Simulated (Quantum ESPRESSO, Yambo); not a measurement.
## KF (Carobbiite): changed settings of a GW run in Yambo

A base run on KF (Carobbiite), then changed inputs.

Calculated with Yambo 5.3.0; PBE and many-body steps on it, plane waves.

### 1. Set-up

The structure is cubic, space group Fm-3m (No. 225). The conventional cell has a = 5.344 Å, b = 5.344 Å, c = 5.344 Å, α = 90.00°, β = 90.00°, γ = 90.00°. K has 6 F at 2.67 Å nearest. Nearest to F lie 6 K at 2.67 Å. Farther neighbours and most contacts between anions are not listed.

Coordinates:

```xyz
2
Lattice="0.0000 2.6719 2.6719 2.6719 0.0000 2.6719 2.6719 2.6719 0.0000" Properties=species:S:1:pos:R:3 pbc="T T T"
K     0.0000    0.0000    0.0000
F     2.6719    2.6719    2.6719
```

The cell and positions come from the Crystallography Open Database and are kept as given unless a step says otherwise.

### 2. Base

This step: Yambo 5.3.0; G0W0 on PBE, plane waves, norm-conserving pseudopotentials.

Now the one-shot GW correction: screening in the RPA, then the self-energy of the levels asked for.

Contents of gw1.in:

```
HF_and_locXC
gw0
dyson
ppa
em1d
rim_cut
RandQpts= 1000000
RandGvec= 1 RL
EXXRLvcs= 72 Ry
VXCRLvcs= 288 Ry
Chimod= "HARTREE"
% BndsRnXp
 1 | 101 |
%
NGsBlkXp= 13 Ry
% LongDrXp
 1 | 1 | 1 |
%
% GbndRnge
 1 | 101 |
%
DysSolver= "n"
ExtendOut
PPAPntXp= 27.21138 eV
% QPkrange
 1 | 1 | 7 | 10 |
%
```

On the command line:

```
$ OMP_NUM_THREADS=1 mpirun -n 4 yambo -F gw1.in -J gw1 -C gw1 > gw1.log
```

What it wrote:

```text
 Yambo, version 5.3.0

 [02] CORE Variables Setup
 =========================

  [... cell, symmetries and grids as in the set-up ...]

  [02.05] Energies & Occupations
  ==============================

  [X] === General ===
  [X] Electronic Temperature                        :  0.000000  0.000000 [eV K]
  [X] Bosonic    Temperature                        :  0.000000  0.000000 [eV K]
  [X] Finite Temperature mode                       : no
  [X] El. density                                   :  0.41942E+24 [cm-3]
  [X] Fermi Level                                   :  1.536558 [eV]

  [X] === Gaps and Widths ===
  [X] Conduction Band Min                           :  6.199420 [eV]
  [X] Valence Band Max                              :  0.000000 [eV]
  [X] Filled Bands                                  :   8
  [X] Empty Bands                                   :    9  101
  [X] Direct Gap                                    :  6.199420 [eV]
  [X] Direct Gap localized at k                     :  1
  [X] Indirect Gap                                  :  6.199420 [eV]
  [X] Indirect Gap between kpts                     :  1  1
  [X] Last valence band width                       :  0.344584 [eV]
  [X] 1st conduction band width                     :  3.386119 [eV]

 [03] Transferred momenta grid and indexing
 ==========================================

 IBZ Q-points                                      :  16
 BZ  Q-points                                      :  216

 K/Q-points units:
 rlu = crystal or reduced units; cc = cartesian coordinates; iku = interal k-units

 Q [ 1]         [rlu]:  0.000000  0.000000  0.000000
 Q [ 2]         [rlu]:  0.67495E-17  0.67495E-17  0.16667
 Q [ 3]         [rlu]:  0.13499E-16  0.13499E-16  0.33333
 Q [ 4]         [rlu]: -0.33962E-17 -0.33962E-17 -0.50000
 Q [ 5]         [rlu]:  0.11202E-16  0.16667      0.16667
 Q [ 6]         [rlu]:  0.67495E-17  0.16667      0.33333
 Q [ 7]         [rlu]:  0.69507E-16  0.16667      0.50000
 Q [ 8]         [rlu]: -0.33962E-17  0.16667     -0.33333
 Q [ 9]         [rlu]: -0.13499E-16  0.16667     -0.16667
 Q [10]         [rlu]:  0.22403E-16  0.33333      0.33333
     [... 4 further rows ...]
 Q [15]         [rlu]:  0.166667  0.333333 -0.333333
 Q [16]         [rlu]:  0.166667 -0.500000 -0.333333

 [04] Coloumb potential Random Integration (RIM)
 ===============================================

  [04.01] RIM initialization
  ==========================

  * Diagonal components only detected *

  8 x (sBL volume)        :  0.035687 [a.u.]
  sBZ random points       :  1000000
  Points outside the sBZ  :   7968281
  RL volume               :  0.963556 [a.u.]
  Integrated volume       :  0.967391 [a.u.]

  [04.02] RIM integrals
  =====================

  Gamma point sphere radius             :  0.059720 [a.u.]
  Points outside the sphere             :   800476
  [Int_sBZ(q=0) 1/q^2]*(Vol_sBZ)^(-1/3) =:  7.776341
                                 should be <:  7.795600

  Summary of Coulomb integrals for non-metallic bands |Q|[au] RIM/Bare

  Q [1] 0.100000E-4 0.997530 * Q [2] 0.179617 1.068930
  Q [5] 0.207404 1.066842 * Q [9] 0.293314 1.029370
  Q [6] 0.343941 1.022832 * Q [3] 0.359235 1.020719
  Q [10] 0.414809 1.016898 * Q [8] 0.452027 1.014268
  Q [14] 0.463770 1.014084 * Q [7] 0.508035 1.012338
  Q [11] 0.538852 1.011418 * Q [4] 0.538852 1.011206
  Q [12] 0.586628 1.009969 * Q [15] 0.613510 1.009503
  Q [13] 0.622213 1.009835 * Q [16] 0.655870 1.009265

 [05] Dipoles
 ============

  [05.01] Setup: observables and procedures
  =========================================

 [06] Dynamic Dielectric Matrix (PPA)
 ====================================

 [WR./gw1//ndb.pp]---------------------------------------------------------------
  Brillouin Zone Q/K grids (IBZ/BZ)                :   16  216   16  216
  RL vectors                                       :   3479 [WF]
  Coulomb cutoff potential                         : none
  Electronic Temperature                           :  0.000000 [K]
  Bosonic    Temperature                           :  0.000000 [K]
  PPA    diel. fun.  energies                      : Perdew, Burke & Ernzerhof(X)+Perdew, Burke & Ernzerhof(C)
  wavefunctions                                    : Perdew, Burke & Ernzerhof(X)+Perdew, Burke & Ernzerhof(C)
  Global Gauge                                     : length
  X matrix size                                    :  229
  X band range                                     :    1  101
  X e/h energy range                               : -1.000000 -1.000000 [eV]
  X Time ordering                                  : R
  X Hxc Kernel                                     : HARTREE
  X Drude frequency                                :  0.000000  0.000000
  X poles                                          :  100.0000 [o/o]
  RL vectors in the sum                            :   3479
  [r,Vnl] included                                 : yes
  Field direction                                  :  0.577350E-5  0.577350E-5  0.577350E-5
  BZ energy Double Grid                            : no
  BZ energy DbGd points                            : 0
  BZ Q point size factor                           : -1.000000
  X Optical Averaged directions                    : none

 [07] Local Exchange-Correlation + Non-Local Fock
 ================================================

 [VXC] Plane waves :  21187
 [EXS] Plane waves :  2733

 QP @ state[ 1 ] K range:  1  1
 QP @ state[ 1 ] b range:   7  10

 [xc] Functional : Perdew, Burke & Ernzerhof(X)+Perdew, Burke & Ernzerhof(C)
 [xc] LIBXC used to calculate xc functional
  PP Number of Atomic Species                      :  2
  NLCC RL compoments                               :  21187
  PP Number of Atomic Species                      :  2
  NLCC RL compoments                               :  21187

 [xc] E_xc :  -9.052375 [Ha]
      E_xc :  -18.10475 [Ry]

  Local XC kind (lXC) : Perdew, Burke & Ernzerhof(X)+Perdew, Burke & Ernzerhof(C)
  Non-Local XC kind (nlXC) : Hartree-Fock

  Corrections @ K [1] :  [eV]
 <7|nlXC|7> = -29.55658 -0.53155E-17 <7|lXC|7> = -21.89879 -0.18882E-15
 <8|nlXC|8> = -29.55651  0.24887E-16 <8|lXC|8> = -21.89878  0.000000
 <9|nlXC|9> = -4.044873 -0.10969E-18 <9|lXC|9> = -7.969279  0.94408E-16
 <10|nlXC|10> = -4.984464  0.26082E-18 <10|lXC|10> = -10.84089  0.18882E-15

 [08] Dyson equation: Newton solver
 ==================================

  [08.01] G0W0 (W PPA)
  ====================

  [  GW  ] Bands range     :    1  101
  [GW/PPA] G damping       :  0.100000 [eV]

  QP @ state[ 1 ] K range:  1  1
  QP @ state[ 1 ] b range:   7  10

   Sc/G bands                                       :    1  101
   Sc/G damping                                     :  0.100000 ev
   Sc bands terminator                              : no
   Sx RL components                                 :  2733

   QP @ state[ 1 ] K range                          :  1  1
   QP @ state[ 1 ] b range                          :   7  10
   GF energies kind                                 : Perdew, Burke & Ernzerhof(X)+Perdew, Burke & Ernzerhof(C)
   GF WF`s kind                                     : Perdew, Burke & Ernzerhof(X)+Perdew, Burke & Ernzerhof(C)
   Xs energies kind                                 : Perdew, Burke & Ernzerhof(X)+Perdew, Burke & Ernzerhof(C)
   Xs WF`s kind                                     : Perdew, Burke & Ernzerhof(X)+Perdew, Burke & Ernzerhof(C)

 [11] Game Over & Game summary
```

Elapsed: 3.7 min, on 4 MPI ranks of Arm Neoverse V1, shared host; peak memory 1.6 GiB; 15 min of CPU time.

This step gave:

```yaml
g0w0_gap_on_the_points_computed: 9.570 eV
starting_gap_on_the_mesh: 6.199 eV
k_of_the_valence_top: 0, 0, 0
k_of_the_conduction_bottom: 0, 0, 0
least_direct_g0w0_gap_on_the_computed_points: 9.570 eV
z_at_the_valence_top: 0.8110
z_at_the_conduction_bottom: 0.8999
```

The gap on the mesh goes from 6.20 eV to 9.57 eV, a correction of +3.37 eV.

### 3. Field direction

Contents of gw2.in:

```
HF_and_locXC
gw0
dyson
ppa
em1d
rim_cut
RandQpts= 1000000
RandGvec= 1 RL
EXXRLvcs= 72 Ry
VXCRLvcs= 288 Ry
Chimod= "HARTREE"
% BndsRnXp
 1 | 101 |
%
NGsBlkXp= 13 Ry
% LongDrXp
 0 | 0 | 1 |
%
% GbndRnge
 1 | 101 |
%
DysSolver= "n"
ExtendOut
PPAPntXp= 27.21138 eV
% QPkrange
 1 | 1 | 7 | 10 |
%
```

On the command line:

```
$ OMP_NUM_THREADS=1 mpirun -n 4 yambo -F gw2.in -J gw2 -C gw2 > gw2.log
```

What it wrote:

```text
 Yambo, version 5.3.0

 [02] CORE Variables Setup
 =========================

  [... cell, symmetries and grids as in the set-up ...]

  [02.05] Energies & Occupations
  ==============================

  [X] === General ===
  [X] Electronic Temperature                        :  0.000000  0.000000 [eV K]
  [X] Bosonic    Temperature                        :  0.000000  0.000000 [eV K]
  [X] Finite Temperature mode                       : no
  [X] El. density                                   :  0.41942E+24 [cm-3]
  [X] Fermi Level                                   :  1.536558 [eV]

  [X] === Gaps and Widths ===
  [X] Conduction Band Min                           :  6.199420 [eV]
  [X] Valence Band Max                              :  0.000000 [eV]
  [X] Filled Bands                                  :   8
  [X] Empty Bands                                   :    9  101
  [X] Direct Gap                                    :  6.199420 [eV]
  [X] Direct Gap localized at k                     :  1
  [X] Indirect Gap                                  :  6.199420 [eV]
  [X] Indirect Gap between kpts                     :  1  1
  [X] Last valence band width                       :  0.344584 [eV]
  [X] 1st conduction band width                     :  3.386119 [eV]

 [03] Transferred momenta grid and indexing
 ==========================================

 IBZ Q-points                                      :  16
 BZ  Q-points                                      :  216

 K/Q-points units:
 rlu = crystal or reduced units; cc = cartesian coordinates; iku = interal k-units

 Q [ 1]         [rlu]:  0.000000  0.000000  0.000000
 Q [ 2]         [rlu]:  0.67495E-17  0.67495E-17  0.16667
 Q [ 3]         [rlu]:  0.13499E-16  0.13499E-16  0.33333
[...]
================================================

 [VXC] Plane waves :  21187
 [EXS] Plane waves :  2733

 QP @ state[ 1 ] K range:  1  1
 QP @ state[ 1 ] b range:   7  10

 [xc] Functional : Perdew, Burke & Ernzerhof(X)+Perdew, Burke & Ernzerhof(C)
 [xc] LIBXC used to calculate xc functional
  PP Number of Atomic Species                      :  2
  NLCC RL compoments                               :  21187
  PP Number of Atomic Species                      :  2
  NLCC RL compoments                               :  21187

 [xc] E_xc :  -9.052375 [Ha]
      E_xc :  -18.10475 [Ry]

  Local XC kind (lXC) : Perdew, Burke & Ernzerhof(X)+Perdew, Burke & Ernzerhof(C)
  Non-Local XC kind (nlXC) : Hartree-Fock

  Corrections @ K [1] :  [eV]
 <7|nlXC|7> = -29.55658 -0.53155E-17 <7|lXC|7> = -21.89879 -0.18882E-15
 <8|nlXC|8> = -29.55651  0.24887E-16 <8|lXC|8> = -21.89878  0.000000
 <9|nlXC|9> = -4.044873 -0.10969E-18 <9|lXC|9> = -7.969279  0.94408E-16
 <10|nlXC|10> = -4.984464  0.26082E-18 <10|lXC|10> = -10.84089  0.18882E-15

 [08] Dyson equation: Newton solver
 ==================================

  [08.01] G0W0 (W PPA)
  ====================

  [  GW  ] Bands range     :    1  101
  [GW/PPA] G damping       :  0.100000 [eV]

  QP @ state[ 1 ] K range:  1  1
  QP @ state[ 1 ] b range:   7  10

   Sc/G bands                                       :    1  101
   Sc/G damping                                     :  0.100000 ev
   Sc bands terminator                              : no
   Sx RL components                                 :  2733

   QP @ state[ 1 ] K range                          :  1  1
   QP @ state[ 1 ] b range                          :   7  10
   GF energies kind                                 : Perdew, Burke & Ernzerhof(X)+Perdew, Burke & Ernzerhof(C)
   GF WF`s kind                                     : Perdew, Burke & Ernzerhof(X)+Perdew, Burke & Ernzerhof(C)
   Xs energies kind                                 : Perdew, Burke & Ernzerhof(X)+Perdew, Burke & Ernzerhof(C)
   Xs WF`s kind                                     : Perdew, Burke & Ernzerhof(X)+Perdew, Burke & Ernzerhof(C)

 [11] Game Over & Game summary
```

It took 3.6 min on 4 MPI ranks; peak memory 1.6 GiB.

Numbers from this step:

```yaml
g0w0_gap_on_the_points_computed: 9.570 eV
starting_gap_on_the_mesh: 6.199 eV
k_of_the_valence_top: 0, 0, 0
k_of_the_conduction_bottom: 0, 0, 0
least_direct_g0w0_gap_on_the_computed_points: 9.570 eV
z_at_the_valence_top: 0.8110
z_at_the_conduction_bottom: 0.8999
```

Against G0W0 in Yambo (6×6×6 mesh, 101 bands, screening to 176.9 eV, Godby-Needs plasmon pole), the gap moves by +0.000 eV.

### 4. More G vectors in the random integration

Contents of gw3.in:

```
HF_and_locXC
gw0
dyson
ppa
em1d
rim_cut
RandQpts= 1000000
RandGvec= 59 RL
EXXRLvcs= 72 Ry
VXCRLvcs= 288 Ry
Chimod= "HARTREE"
% BndsRnXp
 1 | 101 |
%
NGsBlkXp= 13 Ry
% LongDrXp
 1 | 1 | 1 |
%
% GbndRnge
 1 | 101 |
%
DysSolver= "n"
ExtendOut
PPAPntXp= 27.21138 eV
% QPkrange
 1 | 1 | 7 | 10 |
%
QpgFull
```

On the command line:

```
$ OMP_NUM_THREADS=1 mpirun -n 4 yambo -F gw3.in -J gw3,gw1_W -C gw3 > gw3.log
```

What it wrote:

```text
 Yambo, version 5.3.0

 [02] CORE Variables Setup
 =========================

  [... cell, symmetries and grids as in the set-up ...]

  [02.05] Energies & Occupations
  ==============================

  [X] === General ===
  [X] Electronic Temperature                        :  0.000000  0.000000 [eV K]
  [X] Bosonic    Temperature                        :  0.000000  0.000000 [eV K]
  [X] Finite Temperature mode                       : no
  [X] El. density                                   :  0.41942E+24 [cm-3]
[...]
Sx RL components                                 :  2733

   QP @ state[ 1 ] K range                          :  1  1
   QP @ state[ 1 ] b range                          :   7  10
   GF energies kind                                 : Perdew, Burke & Ernzerhof(X)+Perdew, Burke & Ernzerhof(C)
   GF WF`s kind                                     : Perdew, Burke & Ernzerhof(X)+Perdew, Burke & Ernzerhof(C)
   Xs energies kind                                 : Perdew, Burke & Ernzerhof(X)+Perdew, Burke & Ernzerhof(C)
   Xs WF`s kind                                     : Perdew, Burke & Ernzerhof(X)+Perdew, Burke & Ernzerhof(C)

 [11] Game Over & Game summary
```

Elapsed: 3.2 min, on 4 MPI ranks; peak memory 1.6 GiB.

This step gave:

* G0W0 gap on the points computed: 9.611 eV
* starting gap on the mesh: 6.199 eV
* k of the valence top: 0, 0, 0
* k of the conduction bottom: 0, 0, 0
* least direct G0W0 gap on the computed points: 9.611 eV

Against G0W0 in Yambo (6×6×6 mesh, 101 bands, screening to 176.9 eV, Godby-Needs plasmon pole), the gap moves by +0.040 eV.

### 5. Scissors in G

gw4.in, as its differences from gw3.in of step 4:

```diff
@@ -7,3 +7,3 @@
 RandQpts= 1000000
-RandGvec= 59 RL
+RandGvec= 1 RL
 EXXRLvcs= 72 Ry
@@ -27,2 +27,4 @@
 %
-QpgFull
+% GfnQP_E
+ 1.0 | 1.0 | 1.0 |
+%
```

On the command line:

```
$ OMP_NUM_THREADS=1 mpirun -n 4 yambo -F gw4.in -J gw4,gw1_W -C gw4 > gw4.log
```

What it wrote:

```text
 Yambo, version 5.3.0

 [02] CORE Variables Setup
 =========================

  [... cell, symmetries and grids as in the set-up ...]

  [02.05] Energies & Occupations
  ==============================

  [X] === General ===
  [X] Electronic Temperature                        :  0.000000  0.000000 [eV K]
  [X] Bosonic    Temperature                        :  0.000000  0.000000 [eV K]
  [X] Finite Temperature mode                       : no
  [X] El. density                                   :  0.41942E+24 [cm-3]
  [X] Fermi Level                                   :  1.536558 [eV]

  [X] === Gaps and Widths ===
  [X] Conduction Band Min                           :  6.199420 [eV]
  [X] Valence Band Max                              :  0.000000 [eV]
  [X] Filled Bands                                  :   8
  [X] Empty Bands                                   :    9  101
  [X] Direct Gap                                    :  6.199420 [eV]
  [X] Direct Gap localized at k                     :  1
  [X] Indirect Gap                                  :  6.199420 [eV]
  [X] Indirect Gap between kpts                     :  1  1
  [X] Last valence band width                       :  0.344584 [eV]
  [X] 1st conduction band width                     :  3.386119 [eV]

 [03] Transferred momenta grid and indexing
 ==========================================

 IBZ Q-points                                      :  16
 BZ  Q-points                                      :  216

 K/Q-points units:
 rlu = crystal or reduced units; cc = cartesian coordinates; iku = interal k-units

 Q [ 1]         [rlu]:  0.000000  0.000000  0.000000
 Q [ 2]         [rlu]:  0.67495E-17  0.67495E-17  0.16667
 Q [ 3]         [rlu]:  0.13499E-16  0.13499E-16  0.33333
[...]
[G+QP] Direct Gap                                 :  7.199420 [eV]
  [G+QP] Direct Gap localized at k                  :  1
  [G+QP] Indirect Gap                               :  7.199420 [eV]
  [G+QP] Indirect Gap between kpts                  :  1  1
  [G+QP] Last valence band width                    :  0.344584 [eV]
  [G+QP] 1st conduction band width                  :  3.386119 [eV]

  [coarse-grid] Minimum Bare Gap        [ev]:  6.199420
  [coarse-grid] Minimum Gap Correction  [ev]:  1.000000

  Eqp @ K [ 1]
   -26.1146     -18.5988     -9.36445     -9.36445     -9.36445    -0.218624E-8 -0.154344E-8   0.00000
    7.19942  11.69423  11.69423  11.69423  13.32173  13.32173  17.89953  25.27706
  Eqp @ K [ 2]
  -26.09129 -18.62038  -9.43380  -9.37373  -9.37373  -0.22916  -0.08906  -0.08906
[...]
Eqp @ K [ 3]
[...]
Eqp @ K [ 8]
[...]
Eqp @ K [ 9]
[...]
10.58554  10.92001  12.44052  14.13107  14.71645  15.95339  16.36988  18.13910
    9.97092  11.63336  11.95578  14.44774  15.09400  16.03981  16.18788  17.73767

 [06] Dipoles
 ============

  [06.01] Setup: observables and procedures
  =========================================

 [07] Dynamic Dielectric Matrix (PPA)
 ====================================

   Sc/G bands                                       :    1  101
   Sc/G damping                                     :  0.100000 ev
   Sc bands terminator                              : no
   Sx RL components                                 :  2733

   QP @ state[ 1 ] K range                          :  1  1
   QP @ state[ 1 ] b range                          :   7  10
   GF energies kind                                 : Perdew, Burke & Ernzerhof(X)+Perdew, Burke & Ernzerhof(C)+ user defined corrections @E
   GF WF`s kind                                     : Perdew, Burke & Ernzerhof(X)+Perdew, Burke & Ernzerhof(C)
   Xs energies kind                                 : Perdew, Burke & Ernzerhof(X)+Perdew, Burke & Ernzerhof(C)
   Xs WF`s kind                                     : Perdew, Burke & Ernzerhof(X)+Perdew, Burke & Ernzerhof(C)

 [12] Game Over & Game summary
```

The job ended after 46 s (4 MPI ranks; peak memory 1.5 GiB).

Numbers from this step:

| Item | Value |
| --- | --- |
| G0W0 gap on the points computed | 9.646 eV |
| starting gap on the mesh | 6.199 eV |
| k of the valence top | 0, 0, 0 |
| k of the conduction bottom | 0, 0, 0 |
| least direct G0W0 gap on the computed points | 9.646 eV |
| Z at the valence top | 0.8115 |
| Z at the conduction bottom | 0.9049 |

The program's own table gives 9.741 eV, which is too large where the input levels are shifted: this version takes Σc at the unshifted level E₀, yet steps from the shifted one. The value above is the Newton step from E₀, E₀ + Z(Σc + Σx − Vxc), rebuilt from the printed columns.

(Continued in part 2 of 2.)

[Paths, hosts, dates, memory and timing lines, banners, echoed tables and standing remarks are left out of the program output.]

[Logs are printed without paths, hosts, clocks, repeated set-up lines and the standing remarks that a program may print on its own settings, such as how far it seeks lower states.]

[Runs of the session that timed out or met a known fault of the program may be left out.]

[Hosts, paths, dates, database ids (printed as entryN), source tags and the programs' standing remarks are cut or masked in the printed files.]
